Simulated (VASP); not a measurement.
# Cu: convergence, relaxation of the atoms

Cu, P1 (no. 1), 6 atoms in the cell. PBE, relaxation of the atoms; PAW potentials Cu (PBE set). VASP 6.6.1.

Wanted: energy within 1 meV/atom; two shortest distances of each atom within 0.01 Å.

POSCAR:
```
Cu
1.0
    0.0000000000      1.8075000000      1.8075000000
    3.6150000000      0.0000000000      3.6150000000
    5.4225000000      5.4225000000      0.0000000000
Cu
6
Direct
    0.0011950000      0.0028180000      0.0053860000
    0.0366200000     -0.0126730000      0.3279810000
    0.0141540000     -0.0030080000      0.6646600000
   -0.0088760000      0.5119980000     -0.0013910000
   -0.0125090000      0.4940970000      0.3307080000
   -0.0305820000      0.5067680000      0.6726550000
```

The series start from Force threshold EDIFFG (eV/Å): -0.02; Electronic threshold EDIFF (eV): 1e-6; Relaxation method: conjugate gradient, POTIM 0.5; Mixing and least electronic steps: default. Each series keeps the choices made before it, and each single choice may use up half of a tolerance.

## Force threshold EDIFFG (eV/Å)

| Force threshold EDIFFG (eV/Å) | Energy less reference (meV/atom) | Two shortest distances of each atom, largest deviation (Å) | Time (s) |
|---|---|---|---|
| -0.1 | 0.2 | 0.015 | 79 |
| -0.05 | 0.0 | 0.006 | 105 |
| -0.03 | 0.0 | 0.006 | 104 |
| -0.02 | 0.0 | 0.004 | 138 |
| -0.01 | 0.0 | 0.002 | 117 |
| -0.005 | 0.0 | 0.001 | 143 |
| -0.002 (reference) | 0.0 | 0.000 | 182 |

Chosen: -0.02, the loosest value from which every tighter one stays within half of the tolerance.

## Electronic threshold EDIFF (eV)

| Electronic threshold EDIFF (eV) | Energy less reference (meV/atom) | Two shortest distances of each atom, largest deviation (Å) | Time (s) |
|---|---|---|---|
| 0.001 | 0.2 | 0.008 | 94 |
| 0.0001 | 0.1 | 0.008 | 97 |
| 1e-5 | 0.0 | 0.002 | 97 |
| 1e-6 | 0.0 | 0.003 | 138 |
| 1e-7 (reference) | 0.0 | 0.000 | 151 |

Chosen: 1e-5.

## Relaxation method

| Relaxation method | Energy less reference (meV/atom) | Two shortest distances of each atom, largest deviation (Å) | SCF iterations | Time (s) |
|---|---|---|---|---|
| conjugate gradient, POTIM 0.5 | 0.0 | 0.000 | 68 | 97 |
| conjugate gradient, POTIM 0.2 | 0.0 | 0.000 | 78 | 110 |
| conjugate gradient, POTIM 1.0 | 0.0 | 0.001 | 68 | 100 |
| quasi-Newton, POTIM 0.5 | 0.0 | 0.002 | 58 | 82 |
| quasi-Newton, POTIM 0.3, 10 steps kept | 0.0 | 0.002 | 62 | 86 |
| quasi-Newton, POTIM 0.5, at least 5 electronic steps | 0.0 | 0.002 | 61 | 82 |
| damped dynamics, POTIM 0.2, SMASS 0.4 | 0.0 | 0.001 | 90 | 113 |
| damped dynamics, POTIM 0.4, SMASS 0.8 | 0.0 | 0.002 | 64 | 72 |
| velocity quench, POTIM 0.1 | 0.1 | 0.005 | 57 | 66 |

Chosen: velocity quench, POTIM 0.1, the fastest of those that stay within half of the tolerance.

## Mixing and least electronic steps

| Mixing and least electronic steps | Energy less reference (meV/atom) | Two shortest distances of each atom, largest deviation (Å) | SCF iterations | Time (s) |
|---|---|---|---|---|
| default | 0.0 | 0.000 | 57 | 66 |
| MAXMIX 40 | 0.0 | 0.001 | 61 | 71 |
| NELMIN 4 | 0.0 | 0.000 | 58 | 66 |
| NELMIN 4, MAXMIX 40 | 0.0 | 0.001 | 64 | 71 |
| ALGO Fast | 0.0 | 0.001 | 72 | 75 |

Chosen: default; no other choice that stays within half of the tolerance saves 30 % of the time.

## All choices together

| Input | Energy less reference (meV/atom) | Two shortest distances of each atom, largest deviation (Å) | Time (s) |
|---|---|---|---|
| program defaults (naive) | 0.1 | 0.007 | 78 |
| chosen settings | 0.1 | 0.007 | 66 |
| reference settings throughout | 0.0 | 0.000 | 158 |

The tolerance is met.

## The input

INCAR:
```
SYSTEM = Cu
ALGO = Normal
EDIFF = 1E-5
EDIFFG = -0.02
ENCUT = 350
IBRION = 3
ISIF = 2
ISMEAR = 1
KPAR = 8
LASPH = .TRUE.
LCHARG = .FALSE.
LREAL = .FALSE.
LWAVE = .FALSE.
NELM = 100
NSW = 150
POTIM = 0.1
PREC = Normal
SIGMA = 0.1
```

KPOINTS:
```
k-points
0
Gamma
  11 6 4
```

Commands:
```
cat potpaw_PBE.64/Cu/POTCAR > POTCAR
mpirun -np 8 vasp_std > vasp.out
```

The naive input happens to agree within the tolerance here, in 78 s.

Limits: the start was distorted on purpose (atoms moved at random), so the space group given is the start's and not the crystal's.

The chosen input took VASP 6.6.1 66 s on 8 cores (AMD EPYC 7R43 (Zen 3)), a shared host.

## An input that fails: ionic step far too long

VASP's message: internal error in: us.F  at line: 1398 internal ERROR SETYLM_AUG: 17 -2 1362913664 0 16 0 -3 If you are not a developer, you should not encounter this problem. Please submit a bug report.

Changes against the starting input:
```
- NELM = 100
- IBRION = 2
- NSW = 150
- POTIM = 0.5
+ NELM = 60
+ IBRION = 3
+ NSW = 30
+ POTIM = 5.0
+ SMASS = 0.4
```
